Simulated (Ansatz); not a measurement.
Bulk crystal (InSe) after relaxation:

```cif
data_structure
_symmetry_space_group_name_H-M 'R3m:H'
_symmetry_Int_Tables_number 160
_cell_length_a 3.9733
_cell_length_b 3.9733
_cell_length_c 24.3955
_cell_angle_alpha 90.000
_cell_angle_beta 90.000
_cell_angle_gamma 120.000
_cell_volume 333.53
loop_
_atom_site_label
_atom_site_type_symbol
_atom_site_symmetry_multiplicity
_atom_site_Wyckoff_symbol
_atom_site_fract_x
_atom_site_fract_y
_atom_site_fract_z
_atom_site_occupancy
In1 In 3 a 0.66667 0.33333 0.22102 1
In2 In 3 a 0.00000 0.00000 0.00009 1
Se1 Se 3 a 0.33333 0.66667 0.05207 1
Se2 Se 3 a 0.00000 0.00000 0.16912 1
```

Miller indices refer to the conventional cell of R3m (No. 160), a = 3.973 Å, b = 3.973 Å, c = 24.395 Å, α = 90.00°, β = 90.00°, γ = 120.00°. The bulk's gap is 0.20 eV.

The (001) slab of 8 planes, 13.4 Å thick with 15 Å of vacuum as cut; outer planes Se (top) and Se (bottom).

Computed with Ansatz 0.2.0, DFT LDA, scalar-relativistic, plane waves, PAW. Settings: cutoff 420 eV, Γ-centred mesh 9×9×1 on the computed 8-atom cell, Gaussian smearing of 0.05 eV; no spin polarisation. The cell repeats along c with a dipole correction in the vacuum.

The surface energy is small: either the cut is weakly bound (this functional has no dispersion correction), or the bulk reference is not the lowest structure.

With the atoms at the bulk's places:

* Surface energy (mean of both faces): 0.09 J/m²
* Gap of the slab on the mesh: 0.96 eV

(1) What changes when all atoms relax within this surface cell and its symmetry?

An odd mesh misses points on the zone edge, so a gap read on it can be too wide. Gaps are read on the k points sampled, so a band crossing between them can be missed.

Answers

(1) The energy changes by under 0.001 J/m² a face, and the largest move is 0.01 Å.

* Surface energy (mean of both faces): 0.09 J/m²
* Gap of the slab on the mesh: 0.96 eV

```csv
plane (bottom to top),atoms,"spacing to next, bulk (Å)",relaxed (Å),change (%)
1,Se,1.266,1.263,-0.2
2,In,2.742,2.741,-0.1
3,In,1.268,1.268,0.0
4,Se,2.855,2.856,0.0
5,Se,1.266,1.267,+0.1
6,In,2.742,2.741,-0.1
7,In,1.268,1.263,-0.4
8,Se,,,
```